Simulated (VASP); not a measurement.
# I (Im-3m) in VASP: single point with PBE

Aim: the single point of I with PBE.

All numbers are computed with VASP 6.6.1; they aren't measurements. Logs are shortened: lines on timing, memory, paths and dates and some standing lists are left out, and cuts for length are marked.

## 1. The undisturbed crystal

The structure is cubic, space group Im-3m (No. 229). The conventional cell has a = 4.166 Å, b = 4.166 Å, c = 4.166 Å, α = 90.00°, β = 90.00°, γ = 90.00°. Around I (site symmetry m-3m) lie 8 I at 3.61 Å.

The real solid is made of molecules; this cell is a model form.

## 2. Single point, PBE (volume scaled by 0.45)

Input file INCAR:

```
SYSTEM = I
PREC = Accurate ; ENCUT = 520
EDIFF = 1E-6 ; ISMEAR = -1
SIGMA = 0.1 ; LREAL = .False.
LASPH = .True. ; NELM = 100
ALGO = Normal ; ISIF = 2
LWAVE = .False. ; LCHARG = .True.
GGA = PE ; LELF = .True.
LVHAR = .True. ; NBANDS = 10
```

Input file KPOINTS:

```
regular mesh
0
Gamma
  13 13 13
  0 0 0
```

Input file POSCAR:

```
I
1.0
   -1.5961884404      1.5961884404      1.5961884404
    1.5961884404     -1.5961884404      1.5961884404
    1.5961884404      1.5961884404     -1.5961884404
I
1
Direct
    0.0000000000      0.0000000000      0.0000000000
```

Potentials or basis: VASP PAW PBE potentials, release 64 (I).

Run with:

```sh
> cat potpaw_PBE.64/I/POTCAR > POTCAR
> mpirun -np 1 vasp_std > vasp.out
```

OUTCAR:

```text
SYSTEM = I
   PREC = Accurate
   ENCUT = 520
   EDIFF = 1E-6
   ISMEAR = -1
   LREAL = .False.
   LASPH = .True.
   NELM = 100
   ISIF = 2
   GGA = PE

 ion  position               nearest neighbor table
   1  0.000  0.000  0.000-

  LATTYP: Found a body centered cubic cell.
 ALAT       =     3.1923768808

  Lattice vectors:

 A1 = (  -1.5961884404,   1.5961884404,   1.5961884404)
 A2 = (   1.5961884404,  -1.5961884404,   1.5961884404)
 A3 = (   1.5961884404,   1.5961884404,  -1.5961884404)

Analysis of symmetry for initial positions (statically):
=====================================================================
 Subroutine PRICEL returns:
 Original cell was already a primitive cell.

 Routine SETGRP: Setting up the symmetry group for a
 body centered cubic supercell.

 Subroutine GETGRP returns: Found 48 space group operations
 (whereof 48 operations were pure point group operations)
 out of a pool of 48 trial point group operations.

The static configuration has the point symmetry O_h .

Analysis of symmetry for dynamics (positions and initial velocities):
=====================================================================
 Subroutine PRICEL returns:
 Original cell was already a primitive cell.

 Routine SETGRP: Setting up the symmetry group for a
 body centered cubic supercell.

 Subroutine GETGRP returns: Found 48 space group operations
 (whereof 48 operations were pure point group operations)
 out of a pool of 48 trial point group operations.

The dynamic configuration has the point symmetry O_h .

 Subroutine INISYM returns: Found 48 space group operations
 (whereof 48 operations are pure point group operations),
 and found     1 'primitive' translations

----------------------------------------------------------------------------------------

                                     Primitive cell

  volume of cell :      16.2672

  direct lattice vectors                    reciprocal lattice vectors
    -1.596188440  1.596188440  1.596188440     0.000000000  0.313246223  0.313246223
     1.596188440 -1.596188440  1.596188440     0.313246223  0.000000000  0.313246223
     1.596188440  1.596188440 -1.596188440     0.313246223  0.313246223  0.000000000

  length of vectors
     2.764679477  2.764679477  2.764679477     0.442997057  0.442997057  0.442997057

  position of ions in fractional coordinates (direct lattice)
     0.000000000  0.000000000  0.000000000

  ion indices of the primitive-cell ions
   primitive index   ion index
                 1           1

----------------------------------------------------------------------------------------

 KPOINTS: regular mesh

Automatic generation of k-mesh.
 Grid dimensions read from file:
 generate k-points for:   13   13   13

 Generating k-lattice:

  Cartesian coordinates                     Fractional coordinates (reciprocal lattice)
     0.000000000  0.024095863  0.024095863     0.076923077  0.000000000  0.000000000
     0.024095863  0.000000000  0.024095863     0.000000000  0.076923077  0.000000000
     0.024095863  0.024095863  0.000000000     0.000000000  0.000000000  0.076923077

  Length of vectors
     0.034076697  0.034076697  0.034076697

  Shift w.r.t. Gamma in fractional coordinates (k-lattice)
     0.000000000  0.000000000  0.000000000

 Subroutine IBZKPT returns following result:
 ===========================================

 Found     84 irreducible k-points:

 Following reciprocal coordinates:
            Coordinates               Weight
  0.000000  0.000000  0.000000      1.000000
  0.076923  0.000000  0.000000     12.000000
  0.153846  0.000000  0.000000     12.000000
  0.230769  0.000000  0.000000     12.000000
  0.307692  0.000000  0.000000     12.000000
  0.384615  0.000000  0.000000     12.000000
[... 16 lines left out ...]
  0.153846  0.076923  0.076923     24.000000
  0.230769  0.076923  0.076923     24.000000
 [... further k-points ...]
   k-points           NKPTS =     84   k-points in BZ     NKDIM =     84   number of bands    NBANDS=     10
   number of dos      NEDOS =    301   number of ions     NIONS =      1
   total plane-waves  NPLWV =  13824
   dimension x,y,z NGX =    24 NGY =   24 NGZ =   24
   dimension x,y,z NGXF=    48 NGYF=   48 NGZF=   48
   ions per type =               1
   NGX,Y,Z   is equivalent  to a cutoff of  14.43, 14.43, 14.43 a.u.
   NGXF,Y,Z  is equivalent  to a cutoff of  28.86, 28.86, 28.86 a.u.
 SYSTEM =  I
   PREC   = accura    normal or accurate (medium, high low for compatibility)
   ISTART =      0    job   : 0-new  1-cont  2-samecut
   ICHARG =      2    charge: 1-file 2-atom 10-const
   ISPIN  =      1    spin polarized calculation?
   LNONCOLLINEAR =      F non collinear calculations
   LSORBIT =      F    spin-orbit coupling
   LASPH  =      T    aspherical Exc in radial PAW
   ENCUT  =  520.0 eV  38.22 Ry    6.18 a.u.   5.14  5.14  5.14*2*pi/ulx,y,z
   NELM   =    100;   NELMIN=  2; NELMDL= -5     # of ELM steps
   EDIFF  = 0.1E-05   stopping-criterion for ELM
   LREAL  =      F    real-space projection
   EDIFFG = 0.1E-04   stopping-criterion for IOM
   NSW    =      0    number of steps for IOM
   IBRION =     -1    ionic relax: 0-MD 1-quasi-New 2-CG
   NFREE  =      0    steps in history (QN), initial steepest desc. (CG)
   ISIF   =      2    stress and relaxation
   ISYM   =      2    0-nonsym 1-usesym 2-fastsym
   POTIM  = 0.5000    time-step for ionic-motion
   TEBEG  =    0.0;   TEEND  =   0.0 temperature during run
   PSTRESS=    0.0 pullay stress
   NELECT =       7.0000    total number of electrons
   NUPDOWN=      -1.0000    fix difference up-down
   EMIN   =  10.00;   EMAX   =-10.00  energy-range for DOS
   EFERMI =   0.00;   METHOD = LEGACY
   ISMEAR =    -1;   SIGMA  =   0.10  broadening in eV -4-tet -1-fermi 0-gaus
   EFERMI_NEDOS =   21; number of points for ismear=-14 and -15
   IALGO  =     38    algorithm
   IMIX   =      4    mixing-type and parameters
     AMIX     =   0.40;   BMIX     =  1.00
     AMIX_MAG =   1.60;   BMIX_MAG =  1.00
  volume/ion in A,a.u.               =      16.27       109.78
  Fermi-wavevector in a.u.,A,eV,Ry     =   1.235957  2.335620 20.784119  1.527590
  Thomas-Fermi vector in A             =   2.370585
   LORBIT       =      0    0 simple, 1 ext, 2 COOP (PROOUT), +10 PAW based schemes
   GGA     = PE    functional components
   LHFCALC =     F    Hartree Fock is set to
   AEXX    =    0.0000 exact exchange contribution
   IVDW    =     0    specifies the selected vdW correction
   LEPSILON=     F    determine dielectric tensor
   LRPA    =     F    only Hartree local field effects (RPA)
 non-spin polarized calculation
  energy-cutoff  :      520.00
  volume of cell :       16.27
 maximum number of plane-waves:       451
 NGX is ok and might be reduce to    24

 number of electron       6.9999999 magnetization

 Free energy of the ion-electron system (eV)
  ---------------------------------------------------
  ext. energy  EPLUGINS =         0.00000000
  ---------------------------------------------------
  free energy    TOTEN  =         2.81044406 eV

  energy without entropy =        2.82939415  energy(sigma->0) =        2.81991910

 E-fermi :  18.6512     XC(G=0): -12.8610

 val. band max:       18.5952301823   @ k =  -0.4615   0.4615   0.3846
 cond. band min:      18.6796373477   @ k =  -0.3846  -0.4615   0.1538
 fundamental gap:      0.0844071654
 Fermi energy:        18.6512240818

 k-point     1 :       0.0000    0.0000    0.0000
  band No.  band energies     occupation
      1      -3.3980      2.00000
      2      22.7696      0.00000
      3      22.7696      0.00000
      4      22.7696      0.00000
      5      28.6312      0.00000
      6      28.6312      0.00000
      7      28.6312      0.00000
      8      28.9692      0.00000
      9      28.9692      0.00000
     10      28.9692      0.00000

 k-point     2 :       0.0769    0.0000    0.0000
  band No.  band energies     occupation
      1      -3.2171      2.00000
      2      21.3431      0.00000
      3      22.0626      0.00000
      4      22.5684      0.00000
      5      27.1402      0.00000
      6      27.2080      0.00000
      7      28.6099      0.00000
      8      29.5223      0.00000
      9      29.8089      0.00000
     10      30.6852      0.00000

 k-point     3 :       0.1538    0.0000    0.0000
  band No.  band energies     occupation
      1      -2.6750      2.00000
      2      18.3113      1.93535
      3      20.6538      0.00000
      4      22.0003      0.00000
      5      25.8853      0.00000
      6      25.9124      0.00000
      7      28.4602      0.00000
      8      30.4386      0.00000
      9      31.4916      0.00000
     10      32.8570      0.00000

 k-point     4 :       0.2308    0.0000    0.0000
  band No.  band energies     occupation
      1      -1.7757      2.00000
      2      14.9666      2.00000
      3      19.2354      0.00579
      4      21.2341      0.00000
      5      24.8883      0.00000
      6      24.9416      0.00000
      7      28.9367      0.00000
      8      31.1083      0.00000
      9      33.8656      0.00000
     10      35.3292      0.00000
[... 222 lines left out ...]
 k-point    22 :       0.0769    0.0769    0.0769
  band No.  band energies     occupation
      1      -2.3146      2.00000
      2      17.2912      2.00000
      3      19.8554      0.00001
      4      19.8554      0.00001
      5      26.9836      0.00000
      6      26.9836      0.00000
      7      29.9678      0.00000
      8      30.5178      0.00000
      9      30.5178      0.00000
     10      31.2027      0.00000

 k-point    23 :       0.1538    0.0769    0.0769
  band No.  band energies     occupation
      1      -1.4186      2.00000
      2      14.7392      2.00000
      3      17.6824      1.99988
      4      18.8212      0.30906
      5      27.1899      0.00000
      6      27.1974      0.00000
      7      29.8305      0.00000
      8      31.2131      0.00000
      9      32.4222      0.00000
     10      32.6677      0.00000

 k-point    24 :       0.2308    0.0769    0.0769
  band No.  band energies     occupation
      1      -0.1820      2.00000
      2      11.8709      2.00000
      3      16.2078      2.00000
      4      17.9642      1.99793
      5      26.7907      0.00000
      6      26.9682      0.00000
      7      30.4573      0.00000
      8      32.1142      0.00000
      9      34.6917      0.00000
     10      35.4270      0.00000

 [... further k-points ...]

------------------------ aborting loop because EDIFF is reached ----------------------------------------

  FORCE on cell =-STRESS in cart. coord.  units (eV):
  Direction    XX          YY          ZZ          XY          YZ          ZX
  --------------------------------------------------------------------------------------
  -------------------------------------------------------------------------------------
  Total       13.6682581     13.6682581     13.6682581     -0.0000000     -0.0000000      0.0000000
  in kB     1346.2052495   1346.2052495   1346.2052495     -0.0000000     -0.0000000      0.0000000
  external PRESSURE =    1346.2052495 kB  Pullay stress =       0.0000000 kB

 VOLUME and BASIS-vectors are now :
 -----------------------------------------------------------------------------
  energy-cutoff  :      520.00
  volume of cell :       16.27
      direct lattice vectors                 reciprocal lattice vectors
    -1.596188440  1.596188440  1.596188440     0.000000000  0.313246223  0.313246223
     1.596188440 -1.596188440  1.596188440     0.313246223  0.000000000  0.313246223
     1.596188440  1.596188440 -1.596188440     0.313246223  0.313246223  0.000000000

 POSITION                                       TOTAL-FORCE (eV/Angst)
 -----------------------------------------------------------------------------------
      0.00000      0.00000      0.00000        -0.000000      0.000000     -0.000000
 -----------------------------------------------------------------------------------
    total drift:                                0.000000     -0.000000      0.000000

  FREE ENERGIE OF THE ION-ELECTRON SYSTEM (eV)
  ---------------------------------------------------
  free  energy   TOTEN  =         2.8104440561 eV

  energy  without entropy=        2.8293941469  energy(sigma->0) =        2.81991910
```

Wall time 5.5 s (1 thread of Intel Xeon 6975P-C (Granite Rapids), shared host); peak memory 0.15 GiB.

Results:

```yaml
Free_energy: 2.8104 eV
Pressure: 134.6 GPa
Band_gap_on_the_k_mesh: none (metal or under the smearing width)
```

Levels at points of the mesh, in eV from the Fermi level:
```tsv
k point	band 1	band 2	band 3	band 4	band 5	band 6	band 7	band 8	band 9
(0.00, 0.00, 0.00)	-22.05	4.12	4.12	4.12	9.98	9.98	9.98	10.32	10.32
```

Caveat: the cell as given lies far from equilibrium; so large a pressure means that the cell lies far from this level's equilibrium, or that cutoff or potentials fall short; an odd number of electrons without spin polarisation forces a metal; a magnetic or distorted state may lie lower.
